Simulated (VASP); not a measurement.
Pb, 2 atoms in the cell. It takes space group Fd-3m (No. 227, cubic). The conventional cell has a = 7.170 Å, b = 7.170 Å, c = 7.170 Å, α = 90.00°, β = 90.00°, γ = 90.00°. Pb (site symmetry -43m) is surrounded by 4 Pb at 3.10 Å. This isn't the form of Pb at room conditions, which is fcc.

- Program: VASP 6.6.1
- Task: single point
- Functional: RPBE
- Potentials or basis: VASP PAW PBE potentials, release 64 (Pb_d)
- Cutoff: 520 eV
- k mesh: 13 × 13 × 13
- Occupations: fermi-dirac, width 0.1 eV
- Spin: no spin polarisation
- Dipole correction: no
- Further INCAR settings: ALGO = Fast; EDIFF = 1e-06; NBANDS = 21

Potentials or basis: VASP PAW PBE potentials, release 64 (Pb_d).

Command:

```sh
$ cat potpaw_PBE.64/Pb_d/POTCAR > POTCAR
$ mpirun -np 1 vasp_std > vasp.out
```

Hardware: 1 thread of Intel(R) Xeon(R) Platinum 8259CL CPU @ 2.50GHz (Skylake/Cascade Lake), on a shared host.

Task: Estimate the wall time of this run.

Result: Run time: 3.3 min on 1 thread of Intel(R) Xeon(R) Platinum 8259CL CPU @ 2.50GHz (Skylake/Cascade Lake), on a shared host, peak memory 0.32 GiB. Counts: scf iterations 14, k points 84.
